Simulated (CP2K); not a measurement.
# InP (F-43m) in CP2K: a series of runs

The runs below take InP through band structure, with PBEsol, LDA, r2SCAN, TB-mBJ.

Program: CP2K 2026.2. These are calculated values, not measurements. Logs are shortened: lines on timing, memory, paths and dates and some standing lists are left out, and cuts for length are marked.

**The experiment to reproduce.**

A printed reference work, data compilation reports, for a bulk crystal of InP at 1.6 K: band gap 1.4236 eV (direct).

The runs below are set against these values where they give the same quantity.

## (1) Starting point

The structure is cubic, space group F-43m (No. 216). Conventional cell: a = 5.861 Å, b = 5.861 Å, c = 5.861 Å, α = 90.00°, β = 90.00°, γ = 90.00°. In (site symmetry -43m) is surrounded by 4 P at 2.54 Å. P (site symmetry -43m) is surrounded by 4 In at 2.54 Å.

## (2) Band structure, PBEsol

File inp_bands.inp:

```
&GLOBAL
  PROJECT inp_bands
  RUN_TYPE ENERGY_FORCE
  PRINT_LEVEL LOW
&END GLOBAL
&FORCE_EVAL
  METHOD QS
  STRESS_TENSOR ANALYTICAL
  &DFT
    BASIS_SET_FILE_NAME BASIS_MOLOPT_UZH
    POTENTIAL_FILE_NAME POTENTIAL_UZH
    &MGRID
      CUTOFF 450
      REL_CUTOFF 60
      NGRIDS 5
    &END MGRID
    &QS
      METHOD GPW
      EPS_DEFAULT 1.0E-10
    &END QS
    &KPOINTS
      SCHEME MONKHORST-PACK 8 8 8
      GAMMA_CENTERED T
      SYMMETRY T
      SYMMETRY_BACKEND SPGLIB
    &END KPOINTS
    &SCF
      SCF_GUESS ATOMIC
      EPS_SCF 1.0E-6
      MAX_SCF 100
      ADDED_MOS 10
      CHOLESKY OFF
      EPS_EIGVAL 1.0E-7
      &DIAGONALIZATION ON
        ALGORITHM STANDARD
      &END DIAGONALIZATION
      &MIXING ON
        METHOD BROYDEN_MIXING
        ALPHA 0.4
        BETA 1.5
        NBUFFER 8
      &END MIXING
      &SMEAR ON
        METHOD FERMI_DIRAC
        ELECTRONIC_TEMPERATURE [K] 1160.452
      &END SMEAR
    &END SCF
    &XC
      &XC_FUNCTIONAL
        &GGA_X_PBE_SOL
        &END GGA_X_PBE_SOL
        &GGA_C_PBE_SOL
        &END GGA_C_PBE_SOL
      &END XC_FUNCTIONAL
    &END XC
    &PRINT
      &KPOINTS ON
      &END KPOINTS
      &MULLIKEN ON
      &END MULLIKEN
      &MO ON
        ENERGIES T
        OCCUPATION_NUMBERS T
        &EACH
          QS_SCF 0
        &END EACH
        ADD_LAST NUMERIC
      &END MO
      &BAND_STRUCTURE
        FILE_NAME bands.bs
        ADDED_MOS 4
        &KPOINT_SET
          UNITS B_VECTOR
          NPOINTS 8
          SPECIAL_POINT GAMMA 0.00000000 0.00000000 0.00000000
          SPECIAL_POINT X 0.50000000 0.00000000 0.50000000
          SPECIAL_POINT W 0.50000000 0.25000000 0.75000000
          SPECIAL_POINT K 0.37500000 0.37500000 0.75000000
          SPECIAL_POINT GAMMA 0.00000000 0.00000000 0.00000000
          SPECIAL_POINT L 0.50000000 0.50000000 0.50000000
          SPECIAL_POINT U 0.62500000 0.25000000 0.62500000
          SPECIAL_POINT W 0.50000000 0.25000000 0.75000000
          SPECIAL_POINT L 0.50000000 0.50000000 0.50000000
          SPECIAL_POINT K 0.37500000 0.37500000 0.75000000
        &END KPOINT_SET
        &KPOINT_SET
          UNITS B_VECTOR
          NPOINTS 8
          SPECIAL_POINT U 0.62500000 0.25000000 0.62500000
          SPECIAL_POINT X 0.50000000 0.00000000 0.50000000
        &END KPOINT_SET
      &END BAND_STRUCTURE
    &END PRINT
  &END DFT
  &SUBSYS
    &CELL
      A 4.1443528445 0.0000000000 0.0000000000
      B 2.0721764223 3.5891148456 0.0000000000
      C 2.0721764223 1.1963716152 3.3838499277
      PERIODIC XYZ
    &END CELL
    &COORD
      In  0.0000000000 0.0000000000 0.0000000000
      P   6.2165292668 3.5891148456 2.5378874458
    &END COORD
    &KIND In
      BASIS_SET TZVP-MOLOPT-PBE-GTH-q13
      POTENTIAL GTH-PBE-q13
    &END KIND
    &KIND P
      BASIS_SET TZVP-MOLOPT-PBE-GTH-q5
      POTENTIAL GTH-PBE-q5
    &END KIND
    &PRINT
      &ATOMIC_COORDINATES ON
      &END ATOMIC_COORDINATES
      &CELL ON
      &END CELL
      &SYMMETRY ON
      &END SYMMETRY
    &END PRINT
  &END SUBSYS
  &PRINT
    &FORCES ON
    &END FORCES
    &STRESS_TENSOR ON
    &END STRESS_TENSOR
  &END PRINT
&END FORCE_EVAL
```

Potentials or basis: POTENTIAL_UZH In GTH-PBE-q13, P GTH-PBE-q5; TZVP-MOLOPT-PBE-GTH basis.

The run is started by

```sh
OMP_NUM_THREADS=1 cp2k.psmp -i inp_bands.inp -o inp_bands.out
```

inp_bands.out:

```text

 CP2K| version string:                                       CP2K version 2026.2
 CP2K| Input file name                                             inp_bands.inp

 GLOBAL| Force Environment number                                              1
 GLOBAL| Basis set file name                                    BASIS_MOLOPT_UZH
 GLOBAL| Potential file name                                       POTENTIAL_UZH
 GLOBAL| MM Potential file name                                     MM_POTENTIAL
 GLOBAL| Coordinate file name                                      __STD_INPUT__
 GLOBAL| Method name                                                        CP2K
 GLOBAL| Project name                                                  inp_bands
 GLOBAL| Run type                                                   ENERGY_FORCE
 GLOBAL| FFT library                                                       FFTW3
[... 5 lines left out ...]
 GLOBAL| Global print level                                                  LOW
 GLOBAL| Total number of message passing processes                             1
 GLOBAL| Number of threads for this process                                    1
 GLOBAL| CPU model name                                                  UNKNOWN

 CELL| Volume [angstrom^3]:                                            50.333273
 CELL| Vector a [angstrom]:       4.144     0.000     0.000   |a| =     4.144353
 CELL| Vector b [angstrom]:       2.072     3.589     0.000   |b| =     4.144353
 CELL| Vector c [angstrom]:       2.072     1.196     3.384   |c| =     4.144353
 CELL| Angle (b,c), alpha [degree]:                                    60.000000
 CELL| Angle (a,c), beta  [degree]:                                    60.000000
 CELL| Angle (a,b), gamma [degree]:                                    60.000000
 CELL| Numerically orthorhombic:                                              NO
 CELL| Periodicity                                                           XYZ

 CELL_REF| Volume [angstrom^3]:                                        50.333273
 CELL_REF| Vector a [angstrom     4.144     0.000     0.000   |a| =     4.144353
 CELL_REF| Vector b [angstrom     2.072     3.589     0.000   |b| =     4.144353
 CELL_REF| Vector c [angstrom     2.072     1.196     3.384   |c| =     4.144353
 CELL_REF| Angle (b,c), alpha [degree]:                                60.000000
 CELL_REF| Angle (a,c), beta  [degree]:                                60.000000
 CELL_REF| Angle (a,b), gamma [degree]:                                60.000000
 CELL_REF| Numerically orthorhombic:                                          NO
 CELL_REF| Periodicity                                                       XYZ
[... 9 lines left out ...]
 TOTAL NUMBERS AND MAXIMUM NUMBERS

  Total number of            - Atomic kinds:                                   2
                             - Atoms:                                          2
                             - Shell sets:                                     2
                             - Shells:                                        17
                             - Primitive Cartesian functions:                 10
                             - Cartesian basis functions:                     58
                             - Spherical basis functions:                     51

  Maximum angular momentum of- Orbital basis functions:                        3
                             - Local part of the GTH pseudopotential:          0
                             - Non-local part of the GTH pseudopotential:      4

 MODULE QUICKSTEP: ATOMIC COORDINATES IN ANGSTROM

   Atom Kind Element         X             Y             Z       Z(eff)     Mass
      1    1 In   49      0.000000      0.000000      0.000000  13.0000 114.8180
      2    2 P    15      6.216529      3.589115      2.537887   5.0000  30.9738

 Crystal Symmetry Information
       International Symbol:                                               F-43m
       Point Group Symbol:                                                  -43m
       Schoenflies Symbol:                                                  Td^2
       Number of Symmetry Operations:                                         24

 SCF PARAMETERS         Density guess:                                    ATOMIC
                        --------------------------------------------------------
                        max_scf:                                             100
                        max_scf_history:                                       0
                        max_diis:                                              4
[... 5 lines left out ...]
                        --------------------------------------------------------
                        level_shift [a.u.]:                             0.000000
                        added MOs                                        10    0
                        --------------------------------------------------------
                        Mixing method:                            BROYDEN_MIXING
                                                charge density mixing in g-space
[... 48 lines left out ...]
 BRILLOUIN|    28           0.00781        0.00000        0.00000        0.50000
 BRILLOUIN|    29           0.00586        0.00000        0.50000        0.50000
 *******************************************************************************

 Extrapolation method: initial_guess

 Number of electrons:                                                         18
 Number of occupied orbitals:                                                  9
 Number of molecular orbitals:                                                19

 Number of orbital functions:                                                 51
 Number of independent orbital functions:                                     51

 SCF WAVEFUNCTION OPTIMIZATION

  Step     Update method      Time    Convergence         Total energy    Change
  ------------------------------------------------------------------------------
     1 NoMix/Diag. 0.40E+00    3.1     1.10633109       -62.9072269289 -6.29E+01
     2 Broy./Diag. 0.40E+00    2.8     0.03821022       -62.9450219215 -3.78E-02
     3 Broy./Diag. 0.40E+00    2.8     0.08548581       -62.8234832131  1.22E-01
     4 Broy./Diag. 0.40E+00    2.8     0.00625385       -62.7994112130  2.41E-02
     5 Broy./Diag. 0.40E+00    2.8     0.00261762       -62.8131632449 -1.38E-02
     6 Broy./Diag. 0.40E+00    2.8     0.00183345       -62.8084443455  4.72E-03
     7 Broy./Diag. 0.40E+00    2.8     0.00094246       -62.8098295405 -1.39E-03
     8 Broy./Diag. 0.40E+00    2.9     0.00103176       -62.8148483295 -5.02E-03
     9 Broy./Diag. 0.40E+00    2.9     0.00008673       -62.8174182346 -2.57E-03
    10 Broy./Diag. 0.40E+00    2.9     0.00001225       -62.8173764160  4.18E-05
    11 Broy./Diag. 0.40E+00    2.8     0.00004581       -62.8172670023  1.09E-04
    12 Broy./Diag. 0.40E+00    2.9     0.00000499       -62.8172332410  3.38E-05
    13 Broy./Diag. 0.40E+00    2.8     0.00000282       -62.8172224129  1.08E-05
    14 Broy./Diag. 0.40E+00    2.8     0.00000043       -62.8172154140  7.00E-06

  *** SCF run converged in    14 steps ***

  Electronic density on regular grids:        -17.9999999976        0.0000000024
  Core density on regular grids:               17.9999999981       -0.0000000019
  Total charge density on r-space grids:        0.0000000004
  Total charge density g-space grids:           0.0000000004

  Overlap energy of the core charge distribution:               0.00000000011462
  Self energy of the core charge distribution:               -106.35828909080011
  Core Hamiltonian energy:                                     31.59041062423664
  Hartree energy:                                              20.96116634370866
  Exchange-correlation energy:                                 -9.01048710528150
  Electronic entropic energy:                                  -0.00001618595137
  Fermi energy:                                                 0.18941770696076

  Total energy:                                               -62.81721541400051
  Total energy (extrapolated to T->0):                        -62.81720732102482

 MO| EIGENVALUES AND OCCUPATION NUMBERS FOR K POINT 1
 MO|
 MO|  Index      Eigenvalue [a.u.]        Eigenvalue [eV]             Occupation
 MO|      1              -0.350601              -9.540332               2.000000
 MO|      2              -0.345431              -9.399644               2.000000
 MO|      3              -0.345431              -9.399644               2.000000
 MO|      4              -0.340474              -9.264764               2.000000
 MO|      5              -0.340474              -9.264764               2.000000
 MO|      6              -0.201168              -5.474050               2.000000
[... 336 lines left out ...]
 MO|     18               0.742895              20.215192               0.000000
 MO|     19               0.784823              21.356121               0.000000
 MO| Sum:                                                              18.000000
 MO| E(Fermi):            0.189418 a.u.          5.154318 eV

 [... the levels of further k-points ...]

 !-----------------------------------------------------------------------------!
                     Mulliken Population Analysis

 #  Atom  Element  Kind  Atomic population                           Net charge
       1     In       1         12.533162                              0.466838
       2     P        2          5.466838                             -0.466838
 # Total charge                             18.000000                 -0.000000

 !-----------------------------------------------------------------------------!

 KPOINTS| Band Structure Calculation
 KPOINTS| Number of k-point sets                                               2
 KPOINTS| Number of added MOs/bands                                            4
 KPOINTS| Number of k-points in set    1                                      73
 KPOINTS| In units of b-vector [2pi/Bohr]
 KPOINTS| Special point     1       GAMMA     0.000000     0.000000     0.000000
 KPOINTS| Special point     2           X     0.500000     0.000000     0.500000
 KPOINTS| Special point     3           W     0.500000     0.250000     0.750000
 KPOINTS| Special point     4           K     0.375000     0.375000     0.750000
 KPOINTS| Special point     5       GAMMA     0.000000     0.000000     0.000000
 KPOINTS| Special point     6           L     0.500000     0.500000     0.500000
 KPOINTS| Special point     7           U     0.625000     0.250000     0.625000
 KPOINTS| Special point     8           W     0.500000     0.250000     0.750000
 KPOINTS| Special point     9           L     0.500000     0.500000     0.500000
 KPOINTS| Special point    10           K     0.375000     0.375000     0.750000
 KPOINTS| Number of k-points in set    2                                       9
 KPOINTS| In units of b-vector [2pi/Bohr]
 KPOINTS| Special point     1           U     0.625000     0.250000     0.625000
 KPOINTS| Special point     2           X     0.500000     0.000000     0.500000

 ENERGY| Total FORCE_EVAL ( QS ) energy [hartree]            -62.817214011175963

 FORCES| Atomic forces [hartree/bohr]
 FORCES|   Atom     x               y               z               |f|
 FORCES|      1  9.33448688E-10 -4.48365514E-09 -1.30172664E-08   1.37994099E-08
 FORCES|      2 -2.53471981E-10  4.87591306E-09  1.32949304E-08   1.41631194E-08
 FORCES| Sum     6.79976708E-10  3.92257918E-10  2.77664029E-10
 FORCES| Total atomic force                                       8.32665545E-10

 STRESS| Analytical stress tensor [bar]
 STRESS|                        x                   y                   z
 STRESS|      x        1.59754744887E+04  -6.50962257744E-02  -5.14255979288E-02
 STRESS|      y       -6.50962257744E-02   1.59755227754E+04  -1.06171183913E-01
 STRESS|      z       -5.14255979288E-02  -1.06171183913E-01   1.59755684366E+04
 STRESS| 1/3 Trace                                             1.59755219002E+04
 STRESS| Determinant                                           4.07722956489E+12

 STRESS| Eigenvectors and eigenvalues of the analytical stress tensor [bar]
 STRESS|                        1                   2                   3
 STRESS| Eigenvalues   1.59753707030E+04   1.59755407880E+04   1.59756542097E+04
 STRESS|      x           0.624360446466     -0.781112566210      0.006098507768
 STRESS|      y           0.608886867865      0.481776419460     -0.630197003955
 STRESS|      z           0.489316681741      0.397183384044      0.776411324241
```

Run time: 48 s. Hardware: 1 thread of Arm Neoverse V2, shared host; peak memory 0.34 GiB.

What came out:

```
Free energy             : -1709.3433 eV
Pressure                : 1.6 GPa
Band gap on the k mesh  : 0.59 eV, direct
Band gap along the path : 0.59 eV, direct
Mulliken charges        : In +0.47; P -0.47 e
```

Levels at the corners of the path, in eV from the valence-band top:
| point | band 7 | band 8 | band 9 | band 10 | band 11 | band 12 |
| --- | --- | --- | --- | --- | --- | --- |
| Γ | 0.00 | 0.00 | 0.00 | 0.59 | 4.01 | 4.01 |
| X | -5.86 | -2.39 | -2.39 | 1.63 | 2.17 | 9.19 |
| W | -5.71 | -3.04 | -3.01 | 4.27 | 4.36 | 5.58 |
| K | -5.72 | -3.40 | -2.00 | 2.26 | 4.36 | 7.61 |
| Γ | 0.00 | 0.00 | 0.00 | 0.59 | 4.01 | 4.01 |
| L | -5.85 | -1.00 | -1.00 | 1.39 | 4.78 | 4.78 |
| U | -5.72 | -3.40 | -2.00 | 2.26 | 4.36 | 7.61 |
| W | -5.71 | -3.04 | -3.01 | 4.27 | 4.36 | 5.58 |
| L | -5.85 | -1.00 | -1.00 | 1.39 | 4.78 | 4.78 |
| K | -5.72 | -3.40 | -2.00 | 2.26 | 4.36 | 7.61 |
| U | -5.72 | -3.40 | -2.00 | 2.26 | 4.36 | 7.61 |
| X | -5.86 | -2.39 | -2.39 | 1.63 | 2.17 | 9.19 |

Caveat: Mulliken charges move with the basis; the potentials were made for another functional, which shifts forces and pressure; spin-orbit coupling is left out, which moves the levels of the heavy elements; the basis of atomic orbitals isn't converged, which shifts pressures, moduli and gaps.

(Continued in part 2 of 3.)
